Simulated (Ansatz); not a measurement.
**Structures of MoSe: which is lowest?**

Plane-wave DFT in Ansatz with scalar-relativistic PAW potentials, cutoff 420 eV, Γ-centred meshes chosen by cell and gap, Gaussian smearing with energies taken to zero width. Every cell was relaxed (cell and atoms) in a run of its own, within the symmetry of its start. Functional: PBE.

Relaxed structures (starts from databases or built by putting these elements on another compound's sites):
A. R-3m, 2 atoms in the computed cell, a = 3.101 Å, c = 11.764 Å; sites (symmetry × multiplicity) Mo -3m × 3, Se -3m × 3; start: built
B. P6_3/mmc, 4 atoms in the computed cell, a = 4.058 Å, c = 5.126 Å; sites (symmetry × multiplicity) Mo -3m. × 2, Se -6m2 × 2; start: built

Question: Rank them by energy. Could pressure change the order?

Answer:
| structure | group | E − E(lowest) (meV/atom) | V (Å³/atom) | gap on mesh (eV) |
| --- | --- | --- | --- | --- |
| B | P6_3/mmc | 0.0 | 18.27 | 0.00 |
| A | R-3m | 65 | 16.33 | 0.00 |

B is lowest, 65 meV/atom under A. A is denser by 1.94 Å³/atom, so pressure favours it: ΔE/ΔV, with ΔE in eV and 1 eV/Å³ = 160.2 GPa, gives about 5 GPa for equal enthalpy if both cells were rigid, a rough figure since the two compress differently. Other structures may lie lower than all of these, and vibrations aren't counted.